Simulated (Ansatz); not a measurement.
The elements of this relaxed trial crystal are hidden behind letters.

```
lattice vectors (Å)
   7.6216    0.0000    0.0000
  -3.8108    6.6005    0.0000
   0.0000    0.0000    3.8097
fractional positions
X 0.0000 0.3314 0.5000
X 0.6686 0.6686 0.5000
X 0.3314 0.0000 0.5000
X 0.0000 0.6686 0.5000
X 0.3314 0.3314 0.5000
X 0.6686 0.0000 0.5000
Z 0.0000 0.0000 0.0000
```

Level of theory: Ansatz 0.2.0, DFT PBE, scalar-relativistic, plane waves, PAW. Cutoff 420 eV, Γ-centred 6×6×10 mesh (7-atom cell), Gaussian smearing of 0.10 eV, no spin polarisation.

```
Space group                               : P6/mmm (No. 191)
Conventional cell                         : a = 7.622 Å, c = 3.810 Å
Volume per atom                           : 27.38 Å³
Density                                   : 4.68 g/cm³
Formation energy                          : +0.24 eV/atom
Gap on the 6×6×10 mesh of the 7-atom cell : 0 eV (a metal)
```

Energies are uncorrected and count from the elements' standard states at the same level.

Question: X is a p-block element of period 4 and Z is a p-block element of period 5. Which elements are they?

Answer: X = Ga, Z = Sb, so the formula is Ga6Sb. Density times volume gives a mean mass of 4.68 × 27.38/1.6605 = 77.2 u per atom, and this set has 77.2 u. Among the elements that the hints allow, noble gases aside, only these give it. Ga is surrounded by 3 Ga at 2.53–2.57 Å and 2 Sb at 3.16 Å; Sb is surrounded by 12 Ga at 3.16 Å and 2 Sb at 3.81 Å.

These runs have no spin–orbit coupling, which can matter for Sb. A structure relaxed within its symmetry needn't be a true minimum.
